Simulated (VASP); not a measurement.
**Ca: single point with PBEsol**

Crystal: Ca.

```
CELL_PARAMETERS angstrom
-1.86423 1.86423 1.86423
1.86423 -1.86423 1.86423
1.86423 1.86423 -1.86423
ATOMIC_POSITIONS crystal
Ca 0.00000 0.00000 0.00000
```

The cell isn't the ideal one: Be replaced by Ca, lengths x 1.500, strained and moved within the space group.

```yaml
Program: VASP 6.6.1
Task: single point
Functional: PBEsol
Potentials_or_basis: VASP PAW PBE potentials, release 64 (Ca_sv)
Cutoff: 520 eV
k_mesh: 16 × 16 × 16
Occupations: gaussian, width 0.1 eV
Spin: no spin polarisation
```

* Pressure: 15.2 GPa
* Band gap on the k mesh: none (metal or under the smearing width)

Levels at points of the mesh, in eV from the Fermi level:
| k point | band 2 | band 3 | band 4 | band 5 | band 6 | band 7 | band 8 | band 9 |
| --- | --- | --- | --- | --- | --- | --- | --- | --- |
| (0.00, 0.00, 0.00) | -21.51 | -21.51 | -21.51 | -4.66 | 3.03 | 3.03 | 3.03 | 4.76 |
| (0.50, 0.00, 0.00) | -22.24 | -21.73 | -21.52 | -1.20 | 1.11 | 1.42 | 4.79 | 5.32 |
| (0.50, 0.50, 0.50) | -22.00 | -22.00 | -22.00 | -0.66 | -0.66 | 6.28 | 6.28 | 6.28 |

It took 16 s on 1 thread of Intel(R) Xeon(R) Platinum 8375C CPU @ 2.90GHz (Ice Lake), on a shared host, peak memory 0.16 GiB.

Caveat: so large a pressure means that the cell lies far from this level's equilibrium, or that cutoff or potentials fall short; the potentials were made for another functional, which shifts forces and pressure.
